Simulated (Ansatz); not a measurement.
# HfO2 (P4_2/mnm) in Ansatz: further runs

Aim: see how the results for HfO2 move with the level of theory and the settings. Levels: RPBE+D3(BJ), RPBE+D4. Tasks: relaxation of cell and atoms.

Program: Ansatz 0.2.0. These are calculated values, not measurements. Logs are shortened: lines on timing, memory, paths and dates and some standing lists are left out, and cuts for length are marked.

## 1. The crystal as given

Symmetry: P4_2/mnm, No. 136, tetragonal system. Conventional cell: a = 4.814 Å, b = 4.814 Å, c = 3.205 Å, α = 90.00°, β = 90.00°, γ = 90.00°. Around Hf (site symmetry mmm) lie 6 O at 2.08 Å. O (site symmetry m2m) is surrounded by 3 Hf at 2.08 Å.

Measurements of this composition are mostly on another form, of space group No. 14.

## 2. Relaxation of cell and atoms, RPBE+D3(BJ)

Contents of input.yaml:

```yaml
crystal:
  lattice:
    - [4.81353299, 0.0, 0.0]
    - [0.0, 4.81353299, 0.0]
    - [0.0, 0.0, 3.20541541]
  atoms:
    - { symbol: Hf, position: [0.5, 0.5, 0.5] }
    - { symbol: Hf, position: [0.0, 0.0, 0.0] }
    - { symbol: O, position: [0.80504488, 0.19495512, 0.5] }
    - { symbol: O, position: [0.69495512, 0.69495512, 0.0] }
    - { symbol: O, position: [0.30504488, 0.30504488, 0.0] }
    - { symbol: O, position: [0.19495512, 0.80504488, 0.5] }
hamiltonian:
  xc: rpbe
  pseudopotentials: { kind: paw }
  dispersion: d3bj
kpoints:
  mp_grid: { grid: [6, 6, 8] }
scf:
  occupations: { method: fermi_dirac, width: 0.05 }
output:
  forces: true
  stress: true
  eigenvalues: true
relax:
  f_tol: 0.01
  max_steps: 40
  cell: { stress_tol: 0.05 }
```

Potentials or basis: Ansatz PAW.

On the command line:

```bash
ansatz run input.yaml --threads 2 --pin off --max-ram 5632MiB --backend cpu --events-out ev --progress --plain --runs-dir out
```

Standard output:

```text
Warning: RAYON_NUM_THREADS=2 ignored (pool sized by the plan → 2); use --threads N
Engine: ansatz 0.2.0, aarch64-unknown-linux-gnu
Pseudopotentials: kind: paw
Pseudopotential: Hf, paw, valence charge 26, recommended cutoff 420 eV (normal), Hf.paw.azcp
Pseudopotential: O, paw, valence charge 6, recommended cutoff 420 eV (normal), O.paw.azcp
Functional definition: RPBE
  parameter kappa = 0.804
  parameter beta = 0.06672455060314922
  exchange = rpbe_x(kappa = kappa, mu = beta*pi^2/3)
  correlation = pbe_c(beta = beta)
Crystal: 6 atoms, lattice volume = 74.270 Å³
Basis set: ecut = 420 eV, 1439 PW (Γ), exchange–correlation on 72×72×48 points (8 copies of the dense FFT grid, shifted against one another)
Bands: 46, of which v1, the nominal top of the filled ones, is band 38 counted from 1 (37 counted from 0)
Symmetry: 16 space group operations
Space group: P42/mnm (ITA 136), of the structure as read, at distance tolerance 4.2e-5 Å
k-points: 50 of 288
Non-local potential: Hf, projectors of the file, l = 0: 3, l = 1: 2, l = 2: 2, l = 3: 3
Non-local potential: O, projectors of the file, l = 0: 2, l = 1: 2, l = 2: 1
PAW form: soft (Blöchl's): semilocal exchange-correlation on the pseudo side does not see the compensation charge
PAW frozen core: Hf, regenerated for the run's functional, and the local potential with it (the file was generated under x = pbe(κ = 0.804, μ = 0.2195149727645171), c = pbe(β = 0.06672455060314922))
PAW frozen core: O, regenerated for the run's functional, and the local potential with it (the file was generated under x = pbe(κ = 0.804, μ = 0.2195149727645171), c = pbe(β = 0.06672455060314922))
PAW one-centre angular grid: Hf, 590 points (default); XC on 64 Gauss nodes
PAW one-centre angular grid: O, 110 points (default); XC on 64 Gauss nodes
Initial density: superposition of atomic densities (neutral atoms: chi_scale 0, normalization atom), corrected by the library's trained network
Initial wavefunctions: pseudopotential atomic-orbital guess
Functional: x = rpbe, c = pbe(β = 0.06672455060314922)
SCF iter   1: F=—  HF=-33761.221691 eV  |F-HF|=—  |Δ(HF+E_count)|=         —  Δρ=5.92e-3  dr2=2.45e-2  ethr=1.77e-3  ⟨swp⟩=5.6  Hψ=7508  notcnv=0  defer=9
preconditioner: auto → Resta (q_TF=auto, 2.739 Å⁻¹)  ε∞=5.1  [insulator: Δε(μ)=4.203 eV  Ē_g=18.138 eV  σ=0.050 eV  W_gap=1.00  n_scr=30 (ndim 8)  ℏωp=36.6 eV  f_vac=0.089  D(μ)=0.00/eV (n_scr^D=0)  ε∞_Penn≈5.1]
SCF iter   2: F=—  HF=-33761.218318 eV  |F-HF|=—  |Δ(HF+E_count)|=   3.37e-3  Δρ=2.82e-3  dr2=3.44e-3  ethr=3.23e-5  ⟨swp⟩=2.0  Hψ=4287  notcnv=0  defer=24
SCF iter   3: F=—  HF=-33761.218650 eV  |F-HF|=—  |Δ(HF+E_count)|=   3.31e-4  Δρ=1.28e-3  dr2=1.15e-3  ethr=4.53e-6  ⟨swp⟩=1.0  Hψ=2209  notcnv=0  defer=24
SCF iter   4: F=—  HF=-33761.218869 eV  |F-HF|=—  |Δ(HF+E_count)|=   2.20e-4  Δρ=2.34e-4  dr2=4.28e-5  ethr=1.51e-6  ⟨swp⟩=2.0  Hψ=3520  notcnv=0  defer=24
SCF iter   5: F=—  HF=-33761.218845 eV  |F-HF|=—  |Δ(HF+E_count)|=   2.45e-5  Δρ=1.62e-4  dr2=1.68e-5  ethr=5.63e-8  ⟨swp⟩=2.0  Hψ=4108  notcnv=0  defer=24
SCF iter   6: F=—  HF=-33761.218851 eV  |F-HF|=—  |Δ(HF+E_count)|=   6.70e-6  Δρ=4.04e-5  dr2=1.36e-6  ethr=2.21e-8  ⟨swp⟩=2.0  Hψ=4012  notcnv=0  defer=24
SCF iter   7: F=—  HF=-33761.218854 eV  |F-HF|=—  |Δ(HF+E_count)|=   2.25e-6  Δρ=1.24e-5  dr2=1.13e-7  ethr=1.79e-9  ⟨swp⟩=2.0  Hψ=3717  notcnv=0  defer=24
SCF iter   8: F=-33761.218854 eV  HF=-33761.218854 eV  |F-HF|=2.10e-8  |Δ(HF+E_count)|=   2.20e-7  Δρ=3.74e-6  dr2=1.59e-8  ethr=1.32e-10  ⟨swp⟩=8.5  Hψ=9295  notcnv=0
SCF 1 converged in 8 iterations: F = -33761.218854 eV  dr2 = 1.59e-8
relax step   1: F+E_penalty+E_count = -33761.21885393 eV  Δ(F+E_penalty+E_count) = +0.000e0 eV  max|allowed force component| = 7.626e-2 eV/Å  Δτ_max = 0.0000 Å  P = -3.895 GPa  Ω = 74.270 Å³  (8 SCF iters, dr2 threshold 1.00e-7 eV, accepted)
[... 58 lines left out ...]
SCF 6 converged in 4 iterations: F = -33761.242598 eV  dr2 = 4.79e-8
relax step   6: F+E_penalty+E_count = -33761.24259825 eV  Δ(F+E_penalty+E_count) = -2.333e-4 eV  max|allowed force component| = 8.294e-5 eV/Å  Δτ_max = 0.0000 Å  P = -0.001 GPa  Ω = 72.820 Å³  energy of the carried Pulay correction = +2.002e-4 eV  (4 SCF iters, dr2 threshold 8.73e-8 eV, accepted)
iter 1 solved again at ethr=1.15e-7 eV; its pass at ethr=3.10e-3 eV (dr2=8.72e-5 eV) is discarded
SCF iter   1: F=—  HF=-33761.242423 eV  |F-HF|=—  |Δ(HF+E_count)|=         —  Δρ=1.02e-5  dr2=5.28e-8  ethr=1.15e-7  ⟨swp⟩=3.2  Hψ=13603  notcnv=0
preconditioner: auto → Resta (q_TF=auto, 2.748 Å⁻¹)  ε∞=5.1  [insulator: Δε(μ)=4.209 eV  Ē_g=18.185 eV  σ=0.050 eV  W_gap=1.00  n_scr=30 (ndim 8)  ℏωp=36.9 eV  f_vac=0.089  D(μ)=0.00/eV (n_scr^D=0)  ε∞_Penn≈5.1]
SCF iter   2: F=—  HF=-33761.242397 eV  |F-HF|=—  |Δ(HF+E_count)|=   2.59e-5  Δρ=6.81e-6  dr2=2.57e-8  ethr=6.94e-11  ⟨swp⟩=2.9  Hψ=5141  notcnv=0
SCF iter   3: F=—  HF=-33761.242397 eV  |F-HF|=—  |Δ(HF+E_count)|=   2.99e-8  Δρ=2.47e-6  dr2=3.78e-9  ethr=3.38e-11  ⟨swp⟩=2.0  Hψ=3780  notcnv=0
SCF iter   4: F=—  HF=-33761.242397 eV  |F-HF|=—  |Δ(HF+E_count)|=   2.96e-9  Δρ=1.43e-6  dr2=7.15e-10  ethr=4.97e-12  ⟨swp⟩=2.0  Hψ=3800  notcnv=0
SCF iter   5: F=—  HF=-33761.242397 eV  |F-HF|=—  |Δ(HF+E_count)|=  8.00e-10  Δρ=5.96e-7  dr2=2.45e-10  ethr=1.00e-12  ⟨swp⟩=2.0  Hψ=4195  notcnv=0
SCF iter   6: F=-33761.242397 eV  HF=-33761.242397 eV  |F-HF|=5.09e-11  |Δ(HF+E_count)|=  2.18e-10  Δρ=1.55e-7  dr2=1.59e-11  ethr=1.00e-12  ⟨swp⟩=3.4  Hψ=9864  notcnv=0
SCF 7 converged in 6 iterations: F = -33761.242397 eV  dr2 = 1.59e-11
relax step   7: F+E_penalty+E_count = -33761.24239718 eV  Δ(F+E_penalty+E_count) = +2.011e-4 eV  max|allowed force component| = 1.678e-4 eV/Å  Δτ_max = 0.0000 Å  P = -0.003 GPa  Ω = 72.820 Å³  stress off target by 4.65e-3 GPa  SCF on the basis re-selected at this cell (its energy is not comparable with the rows above)  (6 SCF iters)
basis re-selected at this cell: Δ(F+E_penalty+E_count) = +2.011e-4 eV, ΔP = -0.003 GPa vs the last step (what re-selecting the basis moved, of the pressure what is left beyond the Pulay correction that the steps carried, after the strain that the cell walked since its last selection, with what the two solves' SCF thresholds leave and, on support functions, any second-order correction that the steps lacked; it is no measure of the basis error at this ecutwfc). This SCF's stress stands 4.65e-3 GPa from its target on what of the cell is left free (relax.cell.stress_tol is 5.00e-2 GPa) and its largest allowed force component is 1.68e-4 eV/Å (relax.f_tol is 1.00e-2 eV/Å): within both
SCF converged after 6 iterations
Free energy (F): -33761.242397 eV
Harris-Foulkes:  -33761.242397 eV  (|F-HF|=5.09e-11)
Internal energy: -33761.242397 eV  (E = F + TS)
E sigma→0 (E₀):  -33761.242397 eV
Fermi energy:    15.282009 eV
--- Per-component energies (eV) ---
  E_band       = -62.796115
  E_kinetic    = 1551.954066
  E_local      = -12806.153945  (includes V_loc(G=0)·N_el)
  E_nonlocal   = -2299.115379
  E_hartree    = 5847.796108
  E_xc         = -899.497766
  E_vxc        = -911.876336  (∫ρ·V_xc dr)
  E_paw        = -14518.964665  (= ΣΔE_a)
  E_vpaw       = 2706.793229  (= ΣTr[D̂ρ^β])
  E_aug_tail   = 0.009982  (compensation charges beyond the density's cutoff)
  E_ewald      = -10630.221171
  E_disp       = -6.594069  (pairwise vdW)
  E_core_change = -0.455559  (= ΣΔE_core)
  E_smearing   = -0.000000  (= −TS)
  E_closure    = 0.000000  (closes the sum)
  Σ components = -33761.242397   (vs F -33761.242397, Δ=0.00e0)
--- Forces (eV/Å), atoms counted from 1 ---
  atom   1  Hf     0.00000000    -0.00000000     0.00000000
  atom   2  Hf     0.00000000     0.00000000     0.00000000
  atom   3  O     -0.00016782     0.00016782     0.00000000
  atom   4  O      0.00016782     0.00016782     0.00000000
  atom   5  O     -0.00016782    -0.00016782     0.00000000
  atom   6  O      0.00016782    -0.00016782     0.00000000
  max |Σ_I F_I| component: 2.60e-18 eV/Å
--- Stress (GPa, compression-positive) ---
       -0.004650       0.000000       0.000000
        0.000000      -0.004650       0.000000
        0.000000       0.000000      -0.000572
  P = ⅓ Tr σ = -0.0033 GPa (-0.033 kbar)
--- Band table (eV; the first three rows and the last of 50) ---
  k-point 0: bands = ["-47.0872", "-47.0755", "-16.1209", "-16.1209", "-15.7912", "-15.7912", "-15.6668", "-15.5955", "-4.6629", "-3.8797", "-2.6784", "-2.6784", "3.0708", "3.0708", "3.0784", "3.1166", "3.1200", "3.1200", "3.1259", "3.1259", "3.1498", "3.1576", "3.1789", "3.1811", "3.2739", "3.2739", "7.6273", "8.0667", "8.7616", "9.5510", "9.5510", "11.4136", "11.4136", "11.5685", "12.5234", "12.8229", "12.8229", "13.1678", "17.3767", "17.5078", "18.6363", "18.9619", "18.9619", "19.9335", "21.3740", "21.9409"]
  k-point 1: bands = ["-47.0837", "-47.0728", "-16.0931", "-16.0931", "-15.7900", "-15.7900", "-15.7641", "-15.7010", "-4.4734", "-3.7423", "-2.7888", "-2.7888", "3.0757", "3.0757", "3.0842", "3.1167", "3.1217", "3.1217", "3.1272", "3.1272", "3.1469", "3.1533", "3.1708", "3.1765", "3.2581", "3.2581", "7.8861", "8.2602", "8.9242", "9.5592", "9.5592", "11.1302", "11.5801", "11.5801", "11.9880", "12.6312", "12.6312", "13.0536", "17.6841", "17.9838", "18.5304", "18.9304", "18.9304", "20.3026", "21.1538", "22.2270"]
  k-point 2: bands = ["-47.0749", "-47.0666", "-16.0209", "-16.0209", "-15.9891", "-15.9453", "-15.7911", "-15.7911", "-4.0075", "-3.4328", "-3.0504", "-3.0504", "3.0892", "3.0892", "3.1039", "3.1137", "3.1233", "3.1233", "3.1325", "3.1325", "3.1399", "3.1433", "3.1484", "3.1789", "3.2225", "3.2225", "8.5637", "8.7237", "9.3962", "9.6518", "9.6518", "10.2327", "10.9747", "11.8481", "11.8481", "12.1917", "12.1917", "12.6566", "18.2856", "18.4020", "18.8466", "19.0500", "19.0500", "20.5693", "21.3048", "22.9130"]
  k-point 49: bands = ["-47.0601", "-47.0601", "-16.2761", "-16.2761", "-15.8796", "-15.8796", "-15.8390", "-15.8390", "-3.4695", "-3.4695", "-3.0997", "-3.0997", "3.1138", "3.1138", "3.1241", "3.1241", "3.1260", "3.1260", "3.1269", "3.1269", "3.1328", "3.1328", "3.1735", "3.1735", "3.1797", "3.1797", "9.0949", "9.0949", "9.1172", "9.1172", "10.0546", "10.0546", "11.2815", "11.2815", "12.0739", "12.0739", "12.7240", "12.7240", "18.5580", "18.5580", "19.3202", "19.3202", "19.7568", "19.7568", "22.7681", "22.7681"]
--- Relaxed structure (5 steps of the walk, 5 accepted, 2 SCFs on fresh bases) ---
  F+E_penalty+E_count = -33761.24239718 eV   max|allowed force component| = 1.678e-4 eV/Å   (the final SCF, on the basis selected at the relaxed cell)
  cell:  # Å, volume = 72.8196 Å³
    - [4.762615326413564, 2.3433076036839966e-34, 0.0]
    - [2.3433076036839966e-34, 4.762615326413564, 0.0]
    - [0.0, 0.0, 3.2103849010475596]
  atoms:
    - { symbol: Hf, position: [0.5, 0.5, 0.5] }
    - { symbol: Hf, position: [-2.973877365821823e-20, -4.5136067712029427e-20, 0.0] }
    - { symbol: O, position: [0.8046989209334375, 0.1953010790665623, 0.5] }
    - { symbol: O, position: [0.6953010790665625, 0.6953010790665625, 0.0] }
    - { symbol: O, position: [0.3046989209334378, 0.3046989209334378, 0.0] }
    - { symbol: O, position: [0.1953010790665623, 0.8046989209334375, 0.5] }
```

Run time: 32 s. Hardware: 2 threads of Arm Neoverse V2, shared host; peak memory 0.45 GiB.

What came out:

- Free energy: -33761.2424 eV
- Relaxed volume: 12.14 Å³/atom
- Relaxed cell: a = 4.763 Å, b = 4.763 Å, c = 3.210 Å, α = 90.00°, β = 90.00°, γ = 90.00°
- Space group after relaxing (to 0.05 Å): P4_2/mnm (No. 136)
- Energy gained by relaxing: 3.9 meV/atom
- Ionic steps: 7
- Pressure after relaxing: 0.0 GPa
- Band gap on the k mesh: 4.21 eV, direct

The path:
| step | energy change (eV) | largest force (eV/Å) | volume (Å³) |
| --- | --- | --- | --- |
| 1 | 0.0000 | 0.1078 | 74.27 |
| 2 | -0.0273 | 0.1233 | 72.68 |
| 3 | -0.0284 | 0.0151 | 72.83 |
| 4 | -0.0283 | 0.0033 | 72.87 |
| 5 | -0.0235 | 0.0036 | 72.87 |
| 6 | -0.0237 | 0.0001 | 72.82 |
| 7 | -0.0235 | 0.0002 | 72.82 |

Final structure:
```
CELL_PARAMETERS angstrom
4.76262 0.00000 0.00000
0.00000 4.76262 0.00000
0.00000 0.00000 3.21038
ATOMIC_POSITIONS crystal
Hf 0.50000 0.50000 0.50000
Hf 0.00000 0.00000 0.00000
O 0.80470 0.19530 0.50000
O 0.69530 0.69530 0.00000
O 0.30470 0.30470 0.00000
O 0.19530 0.80470 0.50000
```

Levels at points of the mesh, in eV from the valence-band top:
| k point | band 34 | band 35 | band 36 | band 37 | band 38 | band 39 | band 40 | band 41 | band 42 | band 43 |
| --- | --- | --- | --- | --- | --- | --- | --- | --- | --- | --- |
| (0.00, 0.00, 0.00) | -1.60 | -0.64 | -0.34 | -0.34 | 0.00 | 4.21 | 4.34 | 5.47 | 5.79 | 5.79 |
| (0.00, 0.00, -0.50) | -2.14 | -1.91 | -1.91 | -0.92 | -0.92 | 5.90 | 5.90 | 6.25 | 6.25 | 6.38 |
| (0.00, -0.50, 0.00) | -2.71 | -1.43 | -1.43 | -0.64 | -0.64 | 4.88 | 4.88 | 6.47 | 6.47 | 6.74 |
| (0.00, -0.50, -0.50) | -1.79 | -1.67 | -1.67 | -0.86 | -0.86 | 4.42 | 4.42 | 6.51 | 6.51 | 7.22 |
| (-0.50, -0.50, 0.00) | -1.77 | -1.07 | -1.07 | -0.66 | -0.66 | 4.45 | 4.45 | 5.87 | 5.87 | 6.89 |
| (-0.50, -0.50, -0.50) | -1.89 | -1.09 | -1.09 | -0.44 | -0.44 | 5.39 | 5.39 | 6.15 | 6.15 | 6.59 |

Caveat: the plane-wave basis is chosen anew once the cell has moved, so the energies of steps on either side of that aren't comparable; the pressure holds a Pulay correction of +0.6 GPa for the finite cutoff; spin-orbit coupling is left out, which moves the levels of the heavy elements; the PAW data sets come from PBE, with cores solved anew for the run's functional, which leaves a small shift of forces and pressure. RPBE gaps usually lie below the measured ones, often by a third to a half.

## 3. Relaxation of cell and atoms, RPBE+D4

Changes to input.yaml since step 2:

```diff
@@ -15,3 +15,3 @@
   pseudopotentials: { kind: paw }
-  dispersion: d3bj
+  dispersion: d4
 kpoints:
```

Potentials or basis: Ansatz PAW.

On the command line:

```bash
ansatz run input.yaml --threads 2 --pin off --max-ram 5632MiB --backend cpu --events-out ev --progress --plain --runs-dir out
```

Wall time 34 s (2 threads of Arm Neoverse V2, shared host); peak memory 0.45 GiB.

Results (log left out):

| Item | Value |
| --- | --- |
| Free energy | -33756.9902 eV |
| Relaxed volume | 12.74 Å³/atom |
| Relaxed cell | a = 4.860 Å, b = 4.860 Å, c = 3.236 Å, α = 90.00°, β = 90.00°, γ = 90.00° |
| Space group after relaxing (to 0.05 Å) | P4_2/mnm (No. 136) |
| Energy gained by relaxing | 7.0 meV/atom |
| Ionic steps | 7 |
| Pressure after relaxing | 0.0 GPa |
| Band gap on the k mesh | 4.03 eV, direct |

Step by step:
```tsv
step	energy change (eV)	largest force (eV/Å)	volume (Å³)
1	0.0000	0.1026	74.27
2	-0.0303	0.0017	76.66
3	-0.0324	0.0088	76.35
4	-0.0325	0.0024	76.34
5	-0.0420	0.0023	76.34
6	-0.0417	0.0004	76.41
7	-0.0420	0.0004	76.41
```

Final structure:
```
Hf O
1.0
     4.85971    0.00000    0.00000
     0.00000    4.85971    0.00000
     0.00000    0.00000    3.23562
Hf O
2 4
Direct
  0.50000 0.50000 0.50000
  0.00000 0.00000 0.00000
  0.80497 0.19503 0.50000
  0.69503 0.69503 0.00000
  0.30497 0.30497 0.00000
  0.19503 0.80497 0.50000
```

Levels at points of the mesh, in eV from the valence-band top:
```csv
k point,band 35,band 36,band 37,band 38,band 39,band 40,band 41,band 42
"(0.00, 0.00, 0.00)",-0.66,-0.40,-0.40,0.00,4.03,4.22,5.24,5.58
"(0.00, 0.00, -0.50)",-1.96,-1.96,-0.95,-0.95,5.60,5.60,6.05,6.05
"(0.00, -0.50, 0.00)",-1.38,-1.38,-0.61,-0.61,4.67,4.67,6.18,6.18
"(0.00, -0.50, -0.50)",-1.68,-1.68,-0.84,-0.84,4.26,4.26,6.30,6.30
"(-0.50, -0.50, 0.00)",-1.07,-1.07,-0.74,-0.74,4.25,4.25,5.64,5.64
"(-0.50, -0.50, -0.50)",-1.02,-1.02,-0.47,-0.47,5.17,5.17,5.84,5.84
```

Caveat: the plane-wave basis is chosen anew once the cell has moved, so the energies of steps on either side of that aren't comparable; the pressure holds a Pulay correction of +0.6 GPa for the finite cutoff; spin-orbit coupling is left out, which moves the levels of the heavy elements; the PAW data sets come from PBE, with cores solved anew for the run's functional, which leaves a small shift of forces and pressure. As with any semilocal functional, this RPBE gap is likely too small.
